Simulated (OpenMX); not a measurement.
Runs of OpenMX 3.8.5 on Pd. It takes space group P6_3/mmc (No. 194, hexagonal). Conventional cell: a = 2.728 Å, b = 2.728 Å, c = 4.629 Å, α = 90.00°, β = 90.00°, γ = 120.00°. Pd (site symmetry -6m2) is surrounded by 12 Pd at 2.73 to 2.80 Å. This isn't the form of Pd at room conditions, which is fcc.

| level | cell | gap on the mesh (eV) | pressure (GPa) |
| --- | --- | --- | --- |
| PBE | P6_3/mmc, 14.92 Å³/atom | none | 10.5 |
| PBE+D3(BJ) | P6_3/mmc, 15.53 Å³/atom | none | -4.5 |
| PBE | P6_3/mmc, 14.31 Å³/atom | none | (c) |
| PBE | P6_3/mmc, 16.8 Å³/atom | none | -8.7 |
| PBE | P6_3/mmc, 15.53 Å³/atom | none | (b) |
| PBE | P6_3/mmc, 16.16 Å³/atom | none | (a) |
| PBE+D3 | P6_3/mmc, 15.53 Å³/atom | none | -4.8 |
| PBE+D4 | P6_3/mmc, 15.53 Å³/atom | none | -2.3 |

Alike in all rows: task single point; potentials or basis OpenMX 2013 PBE set, Pd7.0-s3p2d2, grid cutoff 400 Ry; no spin polarisation; k mesh 9 × 9 × 5; smearing fermi-dirac 0.05 eV.

**Question.** Estimate the missing entries.

**Answer.** (a) -3.9; (b) 2.3; (c) 21.0.

Caveats: the basis of atomic orbitals isn't converged, which shifts pressures, moduli and gaps; pairwise dispersion overbinds metals, which lowers pressure and volume (some runs).

A k mesh can miss the band edges, and the runs leave out spin-orbit coupling on Pd.

A gap of «none» marks a metal or a gap under the smearing width.
